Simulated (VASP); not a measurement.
# KF (Carobbiite) (Fm-3m) in VASP: notebook, part 2 of 2

VASP 6.6.1. The steps go on from the part before.

**3. Single point, PBEsol**

Contents of INCAR:

```
ADDGRID = F
ALGO = Normal
EDIFF = 1E-6
ENCUT = 460
GGA = PS
ISIF = 2
ISMEAR = 0
LASPH = T
LCHARG = F
LREAL = F
LWAVE = F
NBANDS = 15
NELM = 100
PREC = Accurate
SIGMA = 0.05
```

Contents of KPOINTS:

```
k-points
0
Gamma
  2 2 2
```

Contents of POSCAR:

```
KF
1.0
    0.0000000000      2.6718500000      2.6718500000
    2.6718500000      0.0000000000      2.6718500000
    2.6718500000      2.6718500000      0.0000000000
K F
1 1
Direct
    0.0000000000      0.0000000000      0.0000000000
    0.5000000000      0.5000000000      0.5000000000
```

Potentials or basis: VASP PAW PBE potentials, release 64 (K_sv, F).

Launch:

```bash
$ cat potpaw_PBE.64/K_sv/POTCAR potpaw_PBE.64/F/POTCAR > POTCAR
$ mpirun -np 1 vasp_std > vasp.out
```

OUTCAR:

```text
EDIFF = 1E-6
   ENCUT = 460
   GGA = PS
   ISIF = 2
   ISMEAR = 0
   LASPH = T
   LREAL = F
   NELM = 100
   PREC = Accurate

 Found      3 irreducible k-points:

 Following reciprocal coordinates:
            Coordinates               Weight
  0.000000  0.000000  0.000000      1.000000
  0.500000  0.000000  0.000000      4.000000
  0.500000  0.500000  0.000000      3.000000
   k-points           NKPTS =      3   k-points in BZ     NKDIM =      3   number of bands    NBANDS=     15
   number of dos      NEDOS =    301   number of ions     NIONS =      2
   total plane-waves  NPLWV =  21952
   dimension x,y,z NGX =    28 NGY =   28 NGZ =   28
   dimension x,y,z NGXF=    56 NGYF=   56 NGZF=   56
   ions per type =               1   1
   NGX,Y,Z   is equivalent  to a cutoff of  12.32, 12.32, 12.32 a.u.
   NGXF,Y,Z  is equivalent  to a cutoff of  24.64, 24.64, 24.64 a.u.
 SYSTEM =  unknown system
   PREC   = accura    normal or accurate (medium, high low for compatibility)
   ISTART =      0    job   : 0-new  1-cont  2-samecut
   ICHARG =      2    charge: 1-file 2-atom 10-const
   ISPIN  =      1    spin polarized calculation?
   LNONCOLLINEAR =      F non collinear calculations
   LSORBIT =      F    spin-orbit coupling
   LASPH  =      T    aspherical Exc in radial PAW
[... 67 lines left out ...]
      7      -2.8740      2.00000
      8      -2.8740      2.00000
      9       3.1392      0.00000
     10       7.7305      0.00000
     11       7.7305      0.00000
     12       7.7305      0.00000
     13       9.4021      0.00000
     14       9.4021      0.00000
[... 23 lines left out ...]
      2     -21.4109      2.00000
      3     -12.7622      2.00000
      4     -12.4049      2.00000
      5     -12.4049      2.00000
      6      -3.0891      2.00000
      7      -2.9310      2.00000
      8      -2.9310      2.00000
      9       5.2018      0.00000
     10       7.3344      0.00000
     11       8.7790      0.00000
     12      10.6919      0.00000
     13      11.3600      0.00000
     14      11.3600      0.00000
     15      12.8710      0.00000

------------------------ aborting loop because EDIFF is reached ----------------------------------------

  FORCE on cell =-STRESS in cart. coord.  units (eV):
  Direction    XX          YY          ZZ          XY          YZ          ZX
  --------------------------------------------------------------------------------------
  -------------------------------------------------------------------------------------
  Total       -0.3154454     -0.3154454     -0.3154454     -0.0000000      0.0000000      0.0000000
  in kB      -13.2485565    -13.2485565    -13.2485565     -0.0000000      0.0000000      0.0000000
  external PRESSURE =     -13.2485565 kB  Pullay stress =       0.0000000 kB

 VOLUME and BASIS-vectors are now :
 -----------------------------------------------------------------------------
  energy-cutoff  :      460.00
  volume of cell :       38.15
      direct lattice vectors                 reciprocal lattice vectors
     0.000000000  2.671850000  2.671850000    -0.187136254  0.187136254  0.187136254
     2.671850000  0.000000000  2.671850000     0.187136254 -0.187136254  0.187136254
     2.671850000  2.671850000  0.000000000     0.187136254  0.187136254 -0.187136254

 POSITION                                       TOTAL-FORCE (eV/Angst)
 -----------------------------------------------------------------------------------
      0.00000      0.00000      0.00000         0.000000     -0.000000      0.000000
      2.67185      2.67185      2.67185        -0.000000      0.000000     -0.000000
 -----------------------------------------------------------------------------------
    total drift:                                0.000000      0.000000      0.000000

  FREE ENERGIE OF THE ION-ELECTRON SYSTEM (eV)
  ---------------------------------------------------
  free  energy   TOTEN  =        -8.4999514200 eV

  energy  without entropy=       -8.4999514200  energy(sigma->0) =       -8.49995142
```

stdout:

```text
POSCAR found type information on POSCAR K F
 POSCAR found :  2 types and       2 ions
 scaLAPACK will be used
 -----------------------------------------------------------------------------
|                                                                             |
|                                                                             |
|     You enforced a specific xc type in the INCAR file but a different       |
|     I HOPE YOU KNOW WHAT YOU ARE DOING!                                     |
|                                                                             |
 -----------------------------------------------------------------------------

 LDA part: xc-table for (Slater+PW92), standard interpolation
 POSCAR, INCAR and KPOINTS ok, starting setup
 FFT: planning ... GRIDC
 FFT: planning ... GRID_SOFT
 FFT: planning ... GRID
 WAVECAR not read
 entering main loop
```

Run time: 4.6 s. Hardware: 1 thread of Intel Xeon Platinum 8488C (Sapphire Rapids), shared host; peak memory 0.14 GiB.

The run converged, but some of its settings lie outside the range that counts as converged, so its numbers aren't taken as properties of the crystal.

What came out:

| Quantity | Value |
| --- | --- |
| Free energy | -8.5000 eV |
| Pressure | -1.3 GPa |
| Band gap on the k mesh | 6.01 eV, direct |

Caveat: the k mesh is coarse (spacing up to 1.02 Å⁻¹), so the values aren't converged; the cutoff is under 1.25 times the usual one of these potentials, so pressure, stress and relaxed cells hold a basis-set (Pulay) error; the PAW data sets were made with another functional, which shifts forces and pressure a little.

**4. Single point, PBEsol**

Changes to INCAR since step 3:

```diff
@@ -3,3 +3,3 @@
 EDIFF = 1E-6
-ENCUT = 460
+ENCUT = 520
 GGA = PS
```

KPOINTS is that of step 3.

POSCAR is that of step 3.

Potentials or basis: VASP PAW PBE potentials, release 64 (K_sv, F).

Launch:

```bash
$ cat potpaw_PBE.64/K_sv/POTCAR potpaw_PBE.64/F/POTCAR > POTCAR
$ mpirun -np 1 vasp_std > vasp.out
```

OUTCAR:

```text
EDIFF = 1E-6
   ENCUT = 520
   GGA = PS
   ISIF = 2
   ISMEAR = 0
   LASPH = T
   LREAL = F
   NELM = 100
   PREC = Accurate

 Found      3 irreducible k-points:

 Following reciprocal coordinates:
            Coordinates               Weight
  0.000000  0.000000  0.000000      1.000000
  0.500000  0.000000  0.000000      4.000000
  0.500000  0.500000  0.000000      3.000000
   k-points           NKPTS =      3   k-points in BZ     NKDIM =      3   number of bands    NBANDS=     15
[... 127 lines left out ...]

------------------------ aborting loop because EDIFF is reached ----------------------------------------

  FORCE on cell =-STRESS in cart. coord.  units (eV):
  Direction    XX          YY          ZZ          XY          YZ          ZX
  --------------------------------------------------------------------------------------
  -------------------------------------------------------------------------------------
  Total       -0.1255194     -0.1255194     -0.1255194      0.0000000      0.0000000     -0.0000000
  in kB       -5.2717552     -5.2717552     -5.2717552      0.0000000      0.0000000     -0.0000000
  external PRESSURE =      -5.2717552 kB  Pullay stress =       0.0000000 kB

 VOLUME and BASIS-vectors are now :
 -----------------------------------------------------------------------------
  energy-cutoff  :      520.00
  volume of cell :       38.15
      direct lattice vectors                 reciprocal lattice vectors
     0.000000000  2.671850000  2.671850000    -0.187136254  0.187136254  0.187136254
     2.671850000  0.000000000  2.671850000     0.187136254 -0.187136254  0.187136254
     2.671850000  2.671850000  0.000000000     0.187136254  0.187136254 -0.187136254

 POSITION                                       TOTAL-FORCE (eV/Angst)
 -----------------------------------------------------------------------------------
      0.00000      0.00000      0.00000         0.000000      0.000000      0.000000
      2.67185      2.67185      2.67185         0.000000      0.000000     -0.000000
 -----------------------------------------------------------------------------------
    total drift:                                0.000000      0.000000      0.000000

  FREE ENERGIE OF THE ION-ELECTRON SYSTEM (eV)
  ---------------------------------------------------
  free  energy   TOTEN  =        -8.4958070510 eV

  energy  without entropy=       -8.4958070510  energy(sigma->0) =       -8.49580705
```

OSZICAR:

```text
N       E                     dE             d eps       ncg     rms          rms(c)
DAV:   1     0.967601846117E+02    0.96760E+02   -0.80517E+03    90   0.102E+03
DAV:   2    -0.589333117170E+01   -0.10265E+03   -0.94866E+02   118   0.274E+02
DAV:   3    -0.954102328746E+01   -0.36477E+01   -0.36337E+01   118   0.435E+01
DAV:   4    -0.963331612349E+01   -0.92293E-01   -0.92283E-01   121   0.637E+00
DAV:   5    -0.963357655948E+01   -0.26044E-03   -0.26044E-03   118   0.378E-01    0.589E+00
DAV:   6    -0.853689263215E+01    0.10967E+01   -0.33630E+00    90   0.136E+01    0.381E+00
DAV:   7    -0.850056869377E+01    0.36324E-01   -0.60581E-02    97   0.199E+00    0.233E+00
DAV:   8    -0.849422241532E+01    0.63463E-02   -0.53545E-02    90   0.228E+00    0.212E-01
DAV:   9    -0.849510562309E+01   -0.88321E-03   -0.34897E-03    97   0.531E-01    0.103E-01
DAV:  10    -0.849557858474E+01   -0.47296E-03   -0.33539E-04    90   0.163E-01    0.700E-02
DAV:  11    -0.849580387150E+01   -0.22529E-03   -0.23070E-04    90   0.100E-01    0.945E-03
DAV:  12    -0.849580768690E+01   -0.38154E-05   -0.85944E-06   118   0.283E-02    0.653E-03
DAV:  13    -0.849580705100E+01    0.63590E-06   -0.23215E-06    90   0.140E-02
   1 F= -.84958071E+01 E0= -.84958071E+01  d E =-.418602E-12
```

It took 4.1 s on 1 thread of Intel Xeon Platinum 8488C (Sapphire Rapids), shared host; peak memory 0.15 GiB.

These settings aren't checked as converged: the numbers below hold their error.

Results:

* Free energy: -8.4958 eV
* Pressure: -0.5 GPa
* Band gap on the k mesh: 6.01 eV, direct

Caveat: the k mesh is coarse (spacing up to 1.02 Å⁻¹), so the values aren't converged; the PAW data sets were made with another functional, which shifts forces and pressure a little.

**5. Single point, PBEsol**

Changes to INCAR since step 4:

```diff
@@ -3,3 +3,3 @@
 EDIFF = 1E-6
-ENCUT = 520
+ENCUT = 650
 GGA = PS
```

KPOINTS is that of step 4.

POSCAR is that of step 4.

Launch:

```bash
$ cat potpaw_PBE.64/K_sv/POTCAR potpaw_PBE.64/F/POTCAR > POTCAR
$ mpirun -np 1 vasp_std > vasp.out
```

Run time: 4.8 s. Hardware: 1 thread of Intel Xeon Platinum 8488C (Sapphire Rapids), shared host; peak memory 0.17 GiB.

These settings aren't checked as converged: the numbers below hold their error.

What came out:

```
Free energy            : -8.4996 eV
Pressure               : -0.6 GPa
Band gap on the k mesh : 6.01 eV, direct
```

Caveat: the k mesh is coarse (spacing up to 1.02 Å⁻¹), so the values aren't converged; the PAW data sets were made with another functional, which shifts forces and pressure a little.
